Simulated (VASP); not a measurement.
GaN:

```
Ga N
1.0
     0.00000    2.19768    2.30220
     2.19768    0.00000    2.30220
     2.19768    2.19768    0.00000
Ga N
1 1
Direct
  0.00000 0.00000 0.00000
  0.25000 0.25000 0.25000
```

The cell was built by a generator and needn't be a form met in nature.

The cell isn't the ideal one: epitaxial_xy strain -2.3%.

Program: VASP 6.6.1. Alike in all runs: task single point; potentials or basis VASP PAW PBE potentials, release 64 (Ga_d, N); no spin polarisation; cell epitaxial_xy strain -2.3%; cutoff (eV) 520.

Question: Order these runs on this cell by their band gap on the k mesh, lowest first.
A. level PBE; k mesh 10 × 10 × 10; smearing fermi-dirac 0.02 eV
B. level r2SCAN; k mesh 10 × 10 × 10; smearing gaussian 0.01 eV
C. level HSE06; k mesh 6 × 6 × 6; smearing gaussian 0.01 eV; exchange at q = 0 truncated; grid for exact exchange (PRECFOCK) Normal; screening parameter 0.2079 1/A

Answer: A (1.82 eV), B (2.22 eV), C (3.11 eV).
